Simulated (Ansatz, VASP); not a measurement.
# NaB: VASP beside Ansatz, part 2 of 2

Aim: how closely do two programs agree when they are given the same cell, functional and k mesh? The two relaxations start from unlike cells of this crystal (the structure described is Ansatz's start), so only their ends are compared.

VASP 6.6.1 and Ansatz 0.2.0.

So far: Set-up; Ansatz: relaxation of cell and atoms, PBEsol.

## Step 3: VASP: relaxation of cell and atoms, PBEsol

Level of this step: PBEsol; plane waves and PAW (Na_pv, B) (VASP).

Its own start cell and the same functional, mesh and smearing now go to VASP, with its own data sets.

Lines of VASP's logs that name or quote its potential files are left out, and so is its time.

The input, INCAR:

```
SYSTEM = NaB
PREC = Accurate
ENCUT = 500
EDIFF = 1E-07
NELM = 120
ISMEAR = 1
SIGMA = 0.15
LREAL = .FALSE.
ALGO = Normal
GGA = PS
NBANDS = 28
LORBIT = 11
LWAVE = .FALSE.
LCHARG = .FALSE.
ISIF = 3
IBRION = 2
NSW = 80
EDIFFG = -0.005
LASPH = .TRUE.
GGA_COMPAT = .FALSE.
NELMIN = 4
KPAR = 2
```

The input, POSCAR:

```
NaB
1.0
   -0.8057102802      0.0000000194     -5.2220475671
    5.2220475671      0.0000000194      0.8057102802
    2.2081690394     -5.1576057043     -2.2081690394
Na B
4 4
Direct
    0.8105288658      0.1894710399      0.5000000943
    0.1894710399      0.8105288658      0.5000000943
    0.4394711342      0.5605288658      0.0000000000
    0.0605287716      0.9394712284      0.0000000000
    0.6230127677      0.1230126735      0.0000000000
    0.8769873265      0.3769874208      1.0000000000
    0.3730126735      0.3730126735      0.5000000943
    0.6269872323      0.6269872323      0.5000000943
```

The input, KPOINTS:

```
Automatic mesh
0
Gamma
8 8 8
0 0 0
```

Potentials, in the order of the species: Na_pv and B (PBE family, release 64).

The run is started by

```console
$ mpirun -np 2 vasp_std
```

Numbers of over 12 decimals in the logs are rounded to 6 here.

What it wrote:

```text
[banner, memory and clock lines left out]
running    2 mpi-ranks, on    1 nodes
 distrk:  each k-point on    1 cores,    2 groups
 distr:  one band on    1 cores,    1 groups

 POSCAR found type information on POSCAR NaB
 POSCAR found :  2 types and       8 ions
|                                                                             |
|               ----> ADVICE to this user running VASP <----                  |
|                                                                             |
|     You enforced a specific xc type in the INCAR file but a different       |
|     [... a line on the potential file left out ...]
|     I HOPE YOU KNOW WHAT YOU ARE DOING!                                     |
|                                                                             |

 LDA part: xc-table for (Slater+PW92), standard interpolation
 POSCAR, INCAR and KPOINTS ok, starting setup
 FFT: planning ... GRIDC
 FFT: planning ... GRID_SOFT
 FFT: planning ... GRID
 WAVECAR not read
 entering main loop
       N       E                     dE             d eps       ncg     rms          rms(c)
DAV:   1     0.336595364960E+03    0.33660E+03   -0.18772E+04  5320   0.153E+03
DAV:   2     0.170596751246E+01   -0.33489E+03   -0.32751E+03  5404   0.399E+02
DAV:   3    -0.264014415592E+02   -0.28107E+02   -0.27629E+02  6788   0.125E+02
DAV:   4    -0.273087713795E+02   -0.90733E+00   -0.89511E+00  5932   0.205E+01
DAV:   5    -0.273306446359E+02   -0.21873E-01   -0.21858E-01  6732   0.346E+00    0.630E+00
DAV:   6    -0.253609769388E+02    0.19697E+01   -0.34482E+00  6344   0.775E+00    0.320E+00
DAV:   7    -0.250953774537E+02    0.26560E+00   -0.15309E+00  6424   0.423E+00    0.960E-01
DAV:   8    -0.250979553993E+02   -0.25779E-02   -0.10606E-01  5944   0.157E+00    0.427E-01
DAV:   9    -0.250964952570E+02    0.14601E-02   -0.63765E-03  6120   0.505E-01    0.909E-02
DAV:  10    -0.250964658311E+02    0.29426E-04   -0.56072E-04  6424   0.129E-01    0.470E-02
DAV:  11    -0.250964713532E+02   -0.55221E-05   -0.26017E-04  5952   0.552E-02    0.232E-02
DAV:  12    -0.250964556732E+02    0.15680E-04   -0.59175E-05  5848   0.280E-02    0.489E-03
DAV:  13    -0.250964558664E+02   -0.19321E-06   -0.37779E-06  5440   0.694E-03    0.125E-03
DAV:  14    -0.250964558696E+02   -0.31582E-08   -0.17514E-07  5076   0.239E-03
   1 F= -.25096456E+02 E0= -.25097246E+02  d E =-.250965E+02
[...]
2 F= -.25096485E+02 E0= -.25097278E+02  d E =-.289435E-04
[...]
3 F= -.25096485E+02 E0= -.25097278E+02  d E =-.290310E-04
 curvature:  -0.50 expect dE=-0.250E-04 dE for cont linesearch -0.921E-07
 trial: gam= 0.87493 g(F)=  0.297E-04 g(S)=  0.204E-04 ort = 0.314E-05 (trialstep = 0.557E+00)
 search vector abs. value=  0.966E-04
 bond charge predicted
       N       E                     dE             d eps       ncg     rms          rms(c)
DAV:   1    -0.250965637797E+02   -0.78879E-04   -0.22753E-03  6512   0.557E-01    0.526E-02
DAV:   2    -0.250965215962E+02    0.42183E-04   -0.10287E-04  6540   0.107E-01    0.274E-02
DAV:   3    -0.250965065386E+02    0.15058E-04   -0.32589E-05  6596   0.583E-02    0.441E-03
DAV:   4    -0.250965056944E+02    0.84420E-06   -0.27623E-06  6244   0.146E-02    0.178E-03
DAV:   5    -0.250965056022E+02    0.92173E-07   -0.76004E-08  3112   0.235E-03
   4 F= -.25096506E+02 E0= -.25097311E+02  d E =-.207016E-04
 trial-energy change:   -0.000021  1 .order   -0.000019   -0.000029   -0.000008
 step:   0.6879(harm=  0.7733)  dis= 0.00019  next Energy=   -25.096507 (dE=-0.217E-04)
 reached required accuracy - stopping structural energy minimisation
```

OUTCAR, selected parts (step 3):

```text
ion  position               nearest neighbor table
   1  0.811  0.189  0.500-
   2  0.189  0.811  0.500-
   3  0.439  0.561  0.000-
   4  0.061  0.939  0.000-
   5  0.623  0.123  0.000-   6 1.59
   6  0.877  0.377  0.000-   5 1.59
   7  0.373  0.373  0.500-   8 1.59
   8  0.627  0.627  0.500-   7 1.59

  LATTYP: Found a face centered orthorhombic cell.
 ALAT       =     6.2456440871
 B/A-ratio  =     1.3648771495
 C/A-ratio  =     1.6515848972

 Subroutine GETGRP returns: Found  8 space group operations
 (whereof  2 operations were pure point group operations)

The static configuration has the point symmetry C_2 .
 The point group associated with its full space group is D_2h.

 Found     95 irreducible k-points:

   k-points           NKPTS =     95   k-points in BZ     NKDIM =     95   number of bands    NBANDS=     28

   dimension x,y,z NGX =    40 NGY =   40 NGZ =   48
   dimension x,y,z NGXF=    80 NGYF=   80 NGZF=   96

   ENCUT  =  500.0 eV  36.75 Ry    6.06 a.u.   9.63  9.63 10.99*2*pi/ulx,y,z

   NELECT =      40.0000    total number of electrons

 k-points in reciprocal lattice and weights: Automatic mesh
   0.00000000  0.00000000  0.00000000       0.002
   0.12500000  0.00000000  0.00000000       0.016
   0.25000000  0.00000000  0.00000000       0.016
   0.37500000  0.00000000  0.00000000       0.016
   0.50000000  0.00000000  0.00000000       0.008
   0.12500000  0.12500000  0.00000000       0.008
   0.25000000  0.12500000  0.00000000       0.016
   0.37500000  0.12500000  0.00000000       0.016
   0.50000000  0.12500000  0.00000000       0.016
[...]
-0.37500000  0.37500000  0.50000000       0.004
   0.50000000  0.50000000  0.50000000       0.002

 average (electrostatic) potential at core
       1 -47.6863       2 -47.6863       3 -47.6863       4 -47.6863       5 -31.2452
       6 -31.2452       7 -31.2452       8 -31.2452

 E-fermi :   1.0220

 k-point     1 :       0.0000    0.0000    0.0000
  band No.  band energies     occupation
    ...
     17      -0.9176      2.00000
     18      -0.7412      2.00000
     19      -0.1889      2.00000
     20       0.7905      2.05137
     21       1.0454      0.73979
     22       1.3335     -0.01238
     23       3.0244     -0.00000
     24       4.3293      0.00000
     25       4.3924      0.00000
     26       5.1838      0.00000
    ...

 k-point     2 :       0.1250    0.0000    0.0000
  band No.  band energies     occupation
    ...
     17      -0.8681      2.00000
     18      -0.4237      2.00000
     19      -0.2131      2.00000
     20       0.8499      2.06886
     21       1.0053      1.18789
     22       1.3636     -0.00591
     23       3.2121     -0.00000
     24       4.2037      0.00000
     25       4.4899      0.00000
     26       5.1157      0.00000
    ...

 k-point     3 :       0.2500    0.0000    0.0000
  band No.  band energies     occupation
    ...
     16      -1.5044      2.00000
     17      -0.7916      2.00000
     18      -0.1951      2.00000
     19       0.0101      2.00000
     20       0.8631      2.06053
     21       1.0891      0.32089
     22       1.3979     -0.00226
     23       3.4957     -0.00000
     24       4.0207     -0.00000
     25       4.5710      0.00000
    ...

  Total       -0.0042537      0.0103528     -0.0042537     -0.0000000      0.0000000      0.0158474
  in kB       -0.0495633      0.1206306     -0.0495633     -0.0000000      0.0000000      0.1846528
  external PRESSURE =       0.0071680 kB  Pullay stress =       0.0000000 kB

  energy-cutoff  :      500.00
  volume of cell :      137.50
      direct lattice vectors                 reciprocal lattice vectors
    -0.807357830  0.000000019 -5.224709774     0.030299667  0.096891507 -0.196080302
     5.224709774  0.000000019  0.807357830     0.196080302  0.096891507 -0.030299667
     2.208676368 -5.160411914 -2.208676368     0.000000001 -0.193782980 -0.000000001

 POSITION                                       TOTAL-FORCE (eV/Angst)
 -----------------------------------------------------------------------------------
      1.43990     -2.58021     -5.18613         0.000981      0.000000      0.000981
      5.18613     -2.58021     -1.43990        -0.000981     -0.000000     -0.000981
      4.78245     -5.16041     -4.05225        -0.000981     -0.000000     -0.000981
      7.06829     -5.16041     -1.76642         0.000981      0.000000      0.000981
      0.13970      0.00000     -3.15573         0.001497      0.000000     -0.001497
      3.47030     -5.16041     -6.48633        -0.001497     -0.000000      0.001497
      2.75205     -2.58021     -2.75205         0.001497      0.000000     -0.001497
      3.87398     -2.58021     -3.87398        -0.001497     -0.000000      0.001497
 -----------------------------------------------------------------------------------
    total drift:                                0.000673      0.000300      0.000513

  FREE ENERGIE OF THE ION-ELECTRON SYSTEM (eV)
  ---------------------------------------------------
  free  energy   TOTEN  =       -25.0965056022 eV

  energy  without entropy=      -25.0989214231  energy(sigma->0) =      -25.09731088

 reached required accuracy - stopping structural energy minimisation

 total charge
# of ion       s       p       d       tot
------------------------------------------
    1        0.081   5.998   0.000   6.079
    2        0.081   5.998   0.000   6.079
    3        0.081   5.998   0.000   6.079
    4        0.081   5.998   0.000   6.079
    5        0.788   0.892   0.000   1.680
    6        0.788   0.892   0.000   1.680
    7        0.788   0.892   0.000   1.680
    8        0.788   0.892   0.000   1.680
--------------------------------------------------
tot          3.476  27.562   0.000  31.038

[... 3 further parts left out ...]
```

CONTCAR:

```
NaB
   1.00000000000000
    -0.8073578298833708    0.0000000192305279   -5.2247097735520622
     5.2247097735520622    0.0000000192305279    0.8073578298833708
     2.2086763680855381   -5.1604119141142606   -2.2086763680855381
  Na              B
     4     4
Direct
     0.8105261229410421    0.1894737827589589    0.5000000942999989
     0.1894737827589589    0.8105261229410421    0.5000000942999989
     0.4394738770589579    0.5605261229410421    1.0000000000000000
     0.0605260287410379    0.9394739712589621    1.0000000000000000
     0.6230096767336645    0.1230095825336674    0.0000000000000007
     0.8769904174663327    0.3769905117663315    0.9999999999999993
     0.3730095825336674    0.3730095825336674    0.5000000942999996
     0.6269903232663355    0.6269903232663355    0.5000000942999983
```

The run keeps the 8 symmetry operations of its start, so it cannot find a distortion of lower symmetry.

## Step 4: Side by side

Known differences besides the potentials themselves: the data sets hold 48 valence electrons in Ansatz (on its default PAW (the set named soft_2) files) and 40 in VASP; the cutoff is 420 eV in Ansatz and 500 eV in VASP; Ansatz makes its cores anew for this functional, VASP keeps those of its PBE data sets; Ansatz adds a Pulay correction to the stress that steers its cell, VASP none. Total energies have different zeros and are not compared.

The two programs side by side:

```csv
quantity,Ansatz,VASP,difference
volume (Å³),137.41,137.50,-0.07 %
"edge a after relaxation, in the typed setting (Å)",5.285,5.287,-0.02 %
"edge c after relaxation, in the typed setting (Å)",6.031,6.032,-0.02 %
```

## Step 5: Outcome

```
difference in volume (relaxation of cell and atoms, PBEsol) : -0.071 %
```

What this shows: The difference in volume is -0.071 % (relaxation of cell and atoms, PBEsol), within the 1.2 % picked in this series as the mark of a large difference, as far as the stopping tolerances let one tell. The data sets hold unlike numbers of valence electrons (48 in Ansatz and 40 in VASP), so part of the differences comes from the potentials. Such differences can come from data sets, numerical settings and the points named under the comparisons, not from the functional's error against experiment.

[Lines on the potential files, build, host, timing and source positions are cut from VASP's logs without a mark.]

[Logs are printed without paths, hosts, clocks, repeated set-up lines and the standing remarks that a program may print on its own settings, such as how far it seeks lower states.]

[Hosts, paths, dates, database ids (printed as entryN), source tags and the programs' standing remarks are cut or masked in the printed files.]
